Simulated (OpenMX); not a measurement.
Runs of OpenMX 3.8.5 on Se. It takes space group P3_121 (No. 152, trigonal). Conventional cell: a = 4.366 Å, b = 4.366 Å, c = 4.954 Å, α = 90.00°, β = 90.00°, γ = 120.00°. Around Se (site symmetry 2) lie 2 Se at 2.37 Å. 

| task | spin | cell | k mesh | SCF threshold | gap on the mesh (eV) | pressure (GPa) | largest force (eV/Å) |
| --- | --- | --- | --- | --- | --- | --- | --- |
| band structure | non-collinear, zero start, SOC | P3_121, 27.26 Å³/atom | 5 × 5 × 5 | 1e-07 Ha | (b) | - | (d) |
| single point | off | P3_121, 27.26 Å³/atom | 5 × 5 × 5 | 1e-08 Ha | 1.24 | 3.9 | 1.15 |
| single point | off | P3_121, 28.35 Å³/atom | 5 × 5 × 5 | 1e-08 Ha | 1.26 | 1.7 | 0.72 |
| single point | off | P3_121, 29.44 Å³/atom | 5 × 5 × 5 | 1e-08 Ha | 1.27 | -0.1 | 0.33 |
| single point | off | P3_121, 25.08 Å³/atom | 5 × 5 × 5 | 1e-08 Ha | (c) | 10.2 | 2.18 |
| band structure | off | P3_121, 27.26 Å³/atom | 7 × 7 × 7 | 1e-08 Ha | 1.19 | 3.9 | 1.15 |
| single point | off | P3_121, 23.99 Å³/atom | 5 × 5 × 5 | 1e-08 Ha | 1.11 | (a) | 2.82 |
| single point | off | P3_121, 26.17 Å³/atom | 5 × 5 × 5 | 1e-08 Ha | 1.21 | 6.7 | 1.63 |

Alike in all rows: level PBE; potentials or basis OpenMX 2013 PBE set, Se7.0-s3p2d2, grid cutoff 300 Ry; smearing fermi-dirac 0.05 eV.

Fill in the values left out.

(a) 14.4; (b) 1.15; (c) 1.17; (d) 1.16.

Caveats: the basis of atomic orbitals isn't converged, which shifts pressures, moduli and gaps; forces of over 1 eV/Å show positions far from the minimum, so gaps and moduli don't describe the material at rest (some runs); an odd mesh through Γ misses points on the zone boundary, where band edges often lie (some runs); the mesh misses the band edges, which the band path finds closer together (some runs); total energies with and without spin-orbit coupling shouldn't be compared in this program (some runs).

A k mesh can miss the band edges, and rows without SOC leave out spin-orbit coupling on Se.
